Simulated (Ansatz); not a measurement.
Ge:

```xyz
4
Lattice="3.9976 0.0000 0.0000 -1.9988 3.4620 0.0000 0.0000 0.0000 6.5994" Properties=species:S:1:pos:R:3 pbc="T T T"
Ge    0.0000    2.3080    6.1843
Ge    1.9988    1.1540    2.8846
Ge    0.0000    2.3080    3.7148
Ge    1.9988    1.1540    0.4151
```

This isn't the form of Ge at room conditions, which is diamond.

- Program: Ansatz 0.2.0
- Task: relaxation of cell and atoms
- Functional: BLYP
- Dispersion: D3(BJ)
- Potentials or basis: Ansatz PAW
- Cutoff: 420 eV (not typed: the program's choice for these potentials)
- k mesh: 8 × 8 × 4
- Occupations: fermi-dirac, width 0.05 eV
- Spin: no spin polarisation

At the start: volume 22.83 Å³/atom.

**Question.** How do energy, volume and symmetry change on relaxing?

**Answer.** It ends after 5 steps and the volume is 23.44 Å³/atom (+2.7 %); space group P6_3/mmc (No. 194, to 0.05 Å).

Step by step:
| step | energy change (eV) | largest force (eV/Å) | volume (Å³) |
| --- | --- | --- | --- |
| 1 | 0.0000 | 0.0358 | 91.33 |
| 2 | -0.0108 | 0.0117 | 93.19 |
| 3 | -0.0114 | 0.0121 | 93.77 |
| 4 | -0.0115 | 0.0006 | 93.76 |
| 5 | -0.0119 | 0.0005 | 93.76 |

Final structure:
```
Ge
1.0
     4.03168    0.00000    0.00000
    -2.01584    3.49153    0.00000
     0.00000    0.00000    6.66090
Ge
4
Cartesian
  0.0000 2.3277 6.2405
  2.0158 1.1638 2.9101
  0.0000 2.3277 3.7508
  2.0158 1.1638 0.4204
```

Caveat: the plane-wave basis is chosen anew once the cell has moved, so the energies of steps on either side of that aren't comparable; the PAW data sets come from PBE, with cores solved anew for the run's functional, which leaves a small shift of forces and pressure.
